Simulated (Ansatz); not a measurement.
The system is MnS.

```
CELL_PARAMETERS angstrom
0.00000 2.47346 2.47346
2.47346 0.00000 2.47346
2.47346 2.47346 0.00000
ATOMIC_POSITIONS crystal
Mn 0.00000 0.00000 0.00000
S 0.75000 0.75000 0.75000
```

The cell is a database's computed one.

Base run:

```yaml
Program: Ansatz 0.2.0
Functional: PBEsol
Potentials_or_basis: all-electron LAPW, non-relativistic
Cutoff: 344 eV (chosen from the basis error)
Basis_error_allowed: 0.001 eV/atom
k_mesh: 9 × 9 × 9
Occupations: fermi-dirac, width 0.05 eV
Spin: collinear spin, ferromagnetic start
Starting_moments: "[4.0, 0.0] μB"
```

Its results: pressure -2.0 GPa; net moment 0.20 μB per cell; site moments Mn +0.19; S -0.00 μB.

**Question.** The run is repeated on the same cell with these changes: potentials or basis from all-electron LAPW, non-relativistic to all-electron LAPW, inner shells corrected to Dirac's equation. What comes out?

**Answer.** Pressure -3.0 GPa; net moment 0.24 μB per cell; site moments Mn +0.23; S -0.00 μB.

Caveats: the moment fell far below its start of 4 μB, so a state of higher moment may lie lower in energy; the starting moments weren't kept.
